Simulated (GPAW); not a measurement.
# Al (Fm-3m) in GPAW: settings compared, part 2 of 2

GPAW 26.7.0. The steps go on from the part before.

## (3) Band structure, rSCAN

The input, run.py:

```python
from ase import Atoms
from ase.dft.bandgap import bandgap
from ase.io import write
from ase.units import GPa
from gpaw import GPAW, PW

atoms = Atoms(['Al'],
              cell=[[0.0, 2.024805, 2.024805],
                    [2.024805, 0.0, 2.024805],
                    [2.024805, 2.024805, 0.0]],
              scaled_positions=[[0.0, 0.0, 0.0]],
              pbc=True)

calc = GPAW(mode=PW(600),
            xc='MGGA_X_RSCAN+MGGA_C_RSCAN',
            kpts={'size': (11, 11, 11), 'gamma': True},
            occupations={'name': 'fermi-dirac', 'width': 0.05},
            nbands=7,
            convergence={'density': 1e-05, 'energy': 1e-05},
            maxiter=150,
            txt='gpaw.txt')
atoms.calc = calc
energy = atoms.get_potential_energy()
forces = atoms.get_forces()
stress = atoms.get_stress()
calc.write('gs.gpw')
write('result.traj', atoms)
print(f'Energy: {energy:.6f} eV')
print('Forces (eV/A):')
print(forces.round(4))
print('Stress (GPa):', (stress / GPa).round(3))
print('Fermi level:', round(calc.get_fermi_level(), 4), 'eV')
print(f'Gap: {bandgap(calc)[0]:.4f} eV, direct: {bandgap(calc, direct=True)[0]:.4f} eV')

path = atoms.cell.bandpath('GXWKGLUWLK,UX', npoints=80, eps=1e-4)
bs_calc = calc.fixed_density(kpts=path, symmetry='off', nbands=13,
                             convergence={'bands': 'CBM+6.0', 'eigenstates': 1e-6}, txt='bands.txt')
bs = bs_calc.band_structure()
bs.write('bs.json')
print(f'Gap on the path: {bandgap(bs_calc)[0]:.4f} eV')
```

Potentials or basis: GPAW PAW data sets (gpaw-data 1.2.1), pw.

Started as:

```bash
> OMP_NUM_THREADS=1 python run.py
```

gpaw.txt:

```text
__  _  _
 | _ |_)|_||  |
 |__||  | ||/\| - 26.7.0

Input parameters:
  mode=PW(ecut=600.0),
  convergence={'density': 1e-05, 'energy': 1e-05},
  kpts=MonkhorstPack(size=(11, 11, 11), gamma=True),
  maxiter=150,
  nbands=7,
  occupations=Occupations(name='fermi-dirac', width=0.05),
  xc=XC(name='MGGA_X_RSCAN+MGGA_C_RSCAN')

Diagonalizing LCAO Hamiltonian
Converting LCAO to pw mode

       Al

Atoms  # Å, Bohr magnetons
|   | symbol |        x |        y |        z |    initial magnetic moments |
|---|--------|----------|----------|----------|-----------------------------|
| 0 |     Al | 0.000000 | 0.000000 | 0.000000 | ( 0.0000,  0.0000,  0.0000) |

Unit cell  # Å
| periodic |        x |        y |        z |  lengths |    angles |
|----------|----------|----------|----------|----------|-----------|
|      yes | 0.000000 | 2.024805 | 2.024805 | 2.863507 | 60.000000 |
|      yes | 2.024805 | 0.000000 | 2.024805 | 2.863507 | 60.000000 |
|      yes | 2.024805 | 2.024805 | 0.000000 | 2.863507 | 60.000000 |

Number of symmetries: 48
Symmetry operations  # r_c * U_cc + t_c -> r_c
|    | kind |            matrix            |
|----|------|------------------------------|
|  0 |  σ   |  1, 0, 0,  1, 0,-1,  1,-1, 0 |
|  1 |  C2  |  1, 0, 0,  1,-1, 0,  1, 0,-1 |
|  2 |  E   |  1, 0, 0,  0, 1, 0,  0, 0, 1 |
|  3 |  σ   |  1, 0, 0,  0, 0, 1,  0, 1, 0 |
|  4 |  C4  |  1, 0,-1,  1, 0, 0,  1,-1, 0 |
|  5 |  S6  |  1, 0,-1,  1,-1, 0,  1, 0, 0 |
|  6 |  σ   |  1, 0,-1,  0, 1,-1,  0, 0,-1 |
|  7 |  C3  |  1, 0,-1,  0, 0,-1,  0, 1,-1 |
|  8 |  S6  |  1,-1, 0,  1, 0, 0,  1, 0,-1 |
|  9 |  C4  |  1,-1, 0,  1, 0,-1,  1, 0, 0 |
| 10 |  C3  |  1,-1, 0,  0,-1, 1,  0,-1, 0 |
| 11 |  σ   |  1,-1, 0,  0,-1, 0,  0,-1, 1 |
| 12 |  σ   |  0, 1, 0,  1, 0, 0,  0, 0, 1 |
| 13 |  C4  |  0, 1, 0,  0, 1,-1, -1, 1, 0 |
| 14 |  C3  |  0, 1, 0,  0, 0, 1,  1, 0, 0 |
| 15 |  S6  |  0, 1, 0, -1, 1, 0,  0, 1,-1 |
| 16 |  C2  |  0, 1,-1,  1, 0,-1,  0, 0,-1 |
| 17 |  σ   |  0, 1,-1,  0, 1, 0, -1, 1, 0 |
| 18 |  S4  |  0, 1,-1,  0, 0,-1,  1, 0,-1 |
| 19 |  C4  |  0, 1,-1, -1, 1, 0,  0, 1, 0 |
| 20 |  C3  |  0, 0, 1,  1, 0, 0,  0, 1, 0 |
| 21 |  σ   |  0, 0, 1,  0, 1, 0,  1, 0, 0 |
| 22 |  S6  |  0, 0, 1,  0,-1, 1, -1, 0, 1 |
| 23 |  C4  |  0, 0, 1, -1, 0, 1,  0,-1, 1 |
| 24 |  S4  |  0, 0,-1,  1, 0,-1,  0, 1,-1 |
| 25 |  C3  |  0, 0,-1,  0, 1,-1,  1, 0,-1 |
| 26 |  C2  |  0, 0,-1,  0,-1, 0, -1, 0, 0 |
| 27 |  S6  |  0, 0,-1, -1, 0, 0,  0,-1, 0 |
| 28 |  S4  |  0,-1, 1,  1,-1, 0,  0,-1, 0 |
| 29 |  C4  |  0,-1, 1,  0, 0, 1, -1, 0, 1 |
| 30 |  C2  |  0,-1, 1,  0,-1, 0,  1,-1, 0 |
| 31 |  σ   |  0,-1, 1, -1, 0, 1,  0, 0, 1 |
| 32 |  C3  |  0,-1, 0,  1,-1, 0,  0,-1, 1 |
| 33 |  S6  |  0,-1, 0,  0, 0,-1, -1, 0, 0 |
| 34 |  S4  |  0,-1, 0,  0,-1, 1,  1,-1, 0 |
| 35 |  C2  |  0,-1, 0, -1, 0, 0,  0, 0,-1 |
| 36 |  C2  | -1, 1, 0,  0, 1, 0,  0, 1,-1 |
| 37 |  S6  | -1, 1, 0,  0, 1,-1,  0, 1, 0 |
| 38 |  S4  | -1, 1, 0, -1, 0, 1, -1, 0, 0 |
| 39 |  C3  | -1, 1, 0, -1, 0, 0, -1, 0, 1 |
| 40 |  S6  | -1, 0, 1,  0, 0, 1,  0,-1, 1 |
| 41 |  C2  | -1, 0, 1,  0,-1, 1,  0, 0, 1 |
| 42 |  C3  | -1, 0, 1, -1, 1, 0, -1, 0, 0 |
| 43 |  S4  | -1, 0, 1, -1, 0, 0, -1, 1, 0 |
| 44 |  C2  | -1, 0, 0,  0, 0,-1,  0,-1, 0 |
| 45 |  i   | -1, 0, 0,  0,-1, 0,  0, 0,-1 |
| 46 |  σ   | -1, 0, 0, -1, 1, 0, -1, 0, 1 |
| 47 |  C2  | -1, 0, 0, -1, 0, 1, -1, 1, 0 |

BZ-sampling:
  Number of BZ points: 1331
  Number of IBZ points: 56

  Monkhorst-Pack size: [11, 11, 11]
  Monkhorst-Pack shift: [0, 0, 0]

K-points  # in reciprocal-cell coordinates
|     |                                coordinates |     weight |
|-----|--------------------------------------------|------------|
|   0 | (  0.00000000,   0.00000000,   0.00000000) | 0.00075131 |
|   1 | (  0.09090909,   0.09090909,   0.00000000) | 0.00450789 |
|   2 | (  0.09090909,   0.09090909,   0.09090909) | 0.00601052 |
|   3 | (  0.18181818,   0.09090909,   0.09090909) | 0.00901578 |
|   4 | (  0.18181818,   0.18181818,   0.00000000) | 0.00450789 |
|   5 | (  0.18181818,   0.18181818,   0.09090909) | 0.01803156 |
|   6 | (  0.18181818,   0.18181818,   0.18181818) | 0.00601052 |
|   7 | (  0.27272727,   0.18181818,   0.09090909) | 0.01803156 |
|   8 | (  0.27272727,   0.18181818,   0.18181818) | 0.01803156 |
|   9 | (  0.27272727,   0.27272727,   0.00000000) | 0.00450789 |
| ... |                                            |            |
|  55 | (  0.45454545,   0.45454545,   0.45454545) | 0.00601052 |

Plane wave coefficients: 564
Cutoff: 600.0 eV

Spin-components: 1 (collinear spins)
Bands:           7
Projectors:      5
Spin-degeneracy: 2
Datatype:        complex128

Parallelization:
  kpt:    1
  domain: 1
  band:   1

Density:
  Valence electrons: 3.0
  Components: 1
  Grid points: [18 18 18]
  Charge: 0.0  # |e|

Potential:
  Grid points: [18 18 18]

species:
  Al:
    name:    Aluminium
    Z:       13.0
    valence: 3
    core:    10
    charge:  0.0  # [|e|]
    compensation charges:
      type: gauss
      rc: 0.34  # [Å]
      lmax: 2
    cutoffs:
      filter: 1.91  # [Å]
      core: 2.36  # [Å]
    projectors
    | kind |    occ | energy [eV] | rcut [Å] |
    |------|--------|-------------|----------|
    |   3s |  2.000 |      -7.753 |    1.085 |
    |   3p |  1.000 |      -2.712 |    1.085 |
    |    s |        |      19.459 |    1.085 |
    |    p |        |      24.499 |    1.085 |
    |    d |        |       0.000 |    1.085 |

    Using partial waves for Al as LCAO basis

Reference energy: -6603.423265  # eV

eigensolver:
  PPCG
  Converge bands: occupied
  niter=2

density mixing:
  MSR1-Mixer
  Pratt-step length: 0.05
  Maximum mixing coefficient: 0.75
  Old densities: 10
  SVD Regularization: 0.005
  Good broyden scale: 1.0
  Trust region scale: 1.0
  Backstep threshold: 4.0
  History deletion threshold: 6.0
  Fourier metric: weight=20.0, sigma=0.015

occupation numbers:
  Fermi-Dirac:
    width: 0.0500  # eV

poisson solver:
  ecut: 4800.0  # eV

xc functional:
  name: MGGA_X_RSCAN+MGGA_C_RSCAN with 2 nearest neighbor stencil

convergence criteria:
- Maximum integral of absolute [dens]ity change: 1e-05 electrons / valence electron
- Maximum [total energy] change in last 3 cyles: 1e-05 eV / valence electron
- Maximum integral of absolute [eigenst]ate change: 4e-08 eV^2 / valence electron
maximum number of iterations: 150

SCF iterations
|iter     | |      energy | eigst |  dens |
|---------|-|-------------|-------|-------|
|iter:   1| |   -8.864275 | -0.21 |       |
|iter:   2| |   -8.247493 | -2.71 | -0.98 |
|iter:   3| |   -8.249653 | -2.54 | -0.98 |
|iter:   4| |   -8.284785 | -2.88 | -0.84 |
|iter:   5| |   -8.284803 | -5.14 | -2.17 |
|iter:   6| |   -8.284822 | -6.77 | -2.70 |
|iter:   7| |   -8.284822c| -7.22 | -3.94 |
|iter:   8| |   -8.284822c| -7.57c| -4.53 |
|iter:   9| |   -8.284822c| -8.28c| -5.56c|

Converged in 9 steps
Energy contributions relative to reference atoms: (reference = -6603.423265)

Energy contributions:
  Kinetic:           1.147179
  Coulomb:           0.567053
  Zero:             -0.015550
  External:          0.000000
  Xc:               -9.981448
  Entropy:          -0.004113
  Spinorbit:         0.000000
  ----------------------------
  Free energy:      -8.286878
  Extrapolated:     -8.284822

dipole moment: (-6.929122, -6.929122, -6.929122)  # |e|*Ang

Fermi level: 7.093
Eigenvalues  # (at kpt = [0.000, 0.000, 0.000])
| band index |      eig [eV] | occ [0-2] |
|------------|---------------|-----------|
|          0 |        -4.700 |     2.000 |
|          1 |        20.389 |     0.000 |
|          2 |        20.389 |     0.000 |
|          3 |        20.390 |     0.000 |
|          4 |        22.150 |     0.000 |
|          5 |        22.150 |     0.000 |
|          6 |        22.150 |     0.000 |

No gap
No difference between direct/indirect transitions

Forces  # eV/Ang
|       x |        y |        z |
|---------|----------|----------|
| 0.00000 | -0.00000 | -0.00000 |  # Al   0

Stress tensor  # eV/Ang^3
|         x |         y |         z |
|-----------|-----------|-----------|
|  0.017671 | -0.000000 | -0.000000 |
| -0.000000 |  0.017671 |  0.000000 |
| -0.000000 |  0.000000 |  0.017671 |

# Writing to gs.gpw (mode='')
```

Run time: 27 s. Hardware: 1 thread of Arm Neoverse V2, shared host; peak memory 0.18 GiB.

What came out:

```
Free energy             : -8.2869 eV
Pressure                : -2.8 GPa
Band gap along the path : none (metal or under the smearing width)
```

Levels at the corners of the path, in eV from the Fermi level:
| point | band 1 | band 2 | band 3 | band 4 | band 5 |
| --- | --- | --- | --- | --- | --- |
| Γ | -11.79 | 13.30 | 13.30 | 13.30 | 15.06 |
| X | -3.18 | -1.62 | 5.47 | 5.94 | 5.94 |
| W | -0.97 | -0.97 | 0.13 | 1.39 | 16.76 |
| K | -2.08 | -1.49 | -0.30 | 6.96 | 8.75 |
| Γ | -11.79 | 13.30 | 13.30 | 13.30 | 15.06 |
| L | -4.95 | -4.57 | 12.08 | 12.08 | 12.16 |
| U | -2.08 | -1.49 | -0.30 | 6.96 | 8.75 |
| W | -0.97 | -0.97 | 0.13 | 1.39 | 16.76 |
| L | -4.95 | -4.57 | 12.08 | 12.08 | 12.16 |
| K | -2.08 | -1.49 | -0.30 | 6.96 | 8.75 |
| U | -2.08 | -1.49 | -0.30 | 6.96 | 8.75 |
| X | -3.18 | -1.62 | 5.47 | 5.94 | 5.94 |

Caveat: the PAW data sets were made with another functional, which shifts forces and pressure a little.

## (4) Equation of state, optPBE-vdW

The input, run.py:

```python
from ase.eos import EquationOfState
from ase.io import Trajectory
from ase.spacegroup import crystal
from ase.units import GPa
from gpaw import GPAW, PW

# Al 4a
atoms = crystal(['Al'],
                basis=[[0.0, 0.0, 0.0]],
                spacegroup=225, setting=1,  # Fm-3m
                cellpar=[4.04961, 4.04961, 4.04961, 90.0, 90.0, 90.0],
                primitive_cell=True)

traj = Trajectory('eos.traj', 'w')
volumes, energies = [], []
for x in [0.94, 0.96, 0.98, 1.0, 1.02, 1.04, 1.06]:
    a = atoms.copy()
    a.set_cell(atoms.cell * x**(1 / 3), scale_atoms=True)
    calc = GPAW(mode=PW(600),
                xc={'name': 'optPBE-vdW', 'backend': 'libvdwxc'},
                kpts={'size': (11, 11, 11), 'gamma': True},
                occupations={'name': 'fermi-dirac', 'width': 0.05},
                nbands=7,
                convergence={'density': 1e-05, 'energy': 1e-05},
                maxiter=150,
                txt=f'eos-{x:.2f}.txt')
    a.calc = calc
    energies.append(a.get_potential_energy(force_consistent=True))
    volumes.append(a.get_volume())
    calc.write(f'eos-{x:.2f}.gpw')
    traj.write(a)
    print(f'{x:.2f} {volumes[-1]:10.4f} A^3 {energies[-1]:14.6f} eV', flush=True)

v0, e0, B = EquationOfState(volumes, energies, eos='birchmurnaghan').fit()
print(f'V0 = {v0:.4f} A^3, E0 = {e0:.6f} eV, B0 = {B / GPa:.2f} GPa')
```

Started as:

```bash
> OMP_NUM_THREADS=1 python run.py
```

Run time: 27 s. Hardware: 1 thread of Arm Neoverse V2, shared host; peak memory 0.19 GiB.

Results (log left out):

```
Equilibrium volume                      : 17.00 Å³/atom
Bulk modulus                            : 71 GPa
Pressure derivative of the bulk modulus : 4.6
```

Energy against volume, from the lowest point:
```csv
volume (Å³/atom),energy (meV/atom)
15.607,29.46
15.939,16.41
16.271,7.42
16.603,2.07
16.935,0.00
17.267,0.85
17.599,4.31
```

Caveat: the PAW data sets were made with another functional, which shifts forces and pressure a little.

## (5) Summary

| task | level | potentials or basis | band path | band points | pressure (GPa) |
| --- | --- | --- | --- | --- | --- |
| band structure | WC | PAW data sets generated in the run's folder for this functional, pw | GXWKGLUWLK,UX | 100 | -1.5 |
| band structure | rSCAN | GPAW PAW data sets (gpaw-data 1.2.1), pw | GXWKGLUWLK,UX | 80 | -2.8 |
| equation of state | optPBE-vdW | GPAW PAW data sets (gpaw-data 1.2.1), pw | - | - | - |

Alike in all rows: no spin polarisation; cell as given; k mesh 11 × 11 × 11; cutoff (eV) 600; smearing fermi-dirac 0.05 eV.

Caveats: the PAW data sets were made with another functional, which shifts forces and pressure a little (some runs).

Absolute energies hang on the potentials; compare differences alone.

## (6) Against experiment

Step 4. A measured bulk modulus of Al is 76.9 GPa (quoted in “The interpretation of polycrystalline coherent inelastic neutron scattering from aluminium”, 2013, pmc:3831299); the calculated 71 GPa misses it by -8.1 %. The fit is for a static lattice scaled at fixed shape and fixed fractional positions. The cell as given is a measured one (16.60 Å³/atom); optPBE-vdW puts the equilibrium volume +2.4 % from it, thermal expansion not counted.
